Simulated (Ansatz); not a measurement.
# CrO2: the cost of one run

Method: DFT LDA+U (U_eff = 4 eV on Cr d), plane waves, PAW, in Ansatz 0.2.0.

## 1. The starting structure

The structure is monoclinic, space group C2/m (No. 12). The conventional cell has a = 4.911 Å, b = 3.010 Å, c = 3.463 Å, α = 90.00°, β = 90.04°, γ = 90.00°. Around Cr (site symmetry 2/m) lie 6 O at 1.83 to 2.03 Å. Around O (site symmetry m) lie 3 Cr at 1.83 to 2.03 Å.

Cell or atoms stand a little off a more symmetric structure (P-3m1 at a tolerance of 0.3 Å), so results at this geometry aren't those of that ideal crystal.

Coordinates:

```
CELL_PARAMETERS angstrom
2.45543 -1.50523 0.00000
2.45543 1.50523 0.00000
-0.00242 0.00000 3.46268
ATOMIC_POSITIONS crystal
Cr 0.00000 0.00000 0.00000
O 0.68790 0.68790 0.28890
O 0.31210 0.31210 0.71110
```

## 2. Ferromagnetic start, free, symmetry kept, no search

File input.yaml:

```yaml
crystal:
  lattice:
    - [2.45543417, -1.50522999, 0.0]
    - [2.45543417, 1.50522999, 0.0]
    - [-0.00241741, 0.0, 3.46267708]
  atoms:
    - { symbol: Cr, position: [0.0, 0.0, 0.0], spin: 2.0 }
    - { symbol: O, position: [0.6879, 0.6879, 0.2889] }
    - { symbol: O, position: [0.3121, 0.3121, 0.7111] }
basis:
  ecutwfc: 420
  ecutrho_ratio: 4
kpoints:
  mp_grid: { grid: [7, 7, 6] }
hamiltonian:
  xc: lda
  hubbard: { sites: [{ site: 0, l: d, u_eff: 4.0 }] }
scf:
  occupations: { method: gaussian, width: 0.05 }
  lower_state_search: "off"
  max_iter: 150
output:
  forces: true
  stress: true
  eigenvalues: true
  populations: true
  hubbard: { sites: [{ site: 0, l: d }] }
magnetization:
  spin_polarized: true
```

On the command line:

```bash
$ ansatz run input.yaml --threads 2 --pin off --max-ram 3072MiB --backend cpu --events-out ev --progress --plain --runs-dir out
```

Q: Estimate wall time and peak memory on 2 threads of Arm Neoverse V2, shared host.

About 6 s, with a peak of 0.36 GiB.
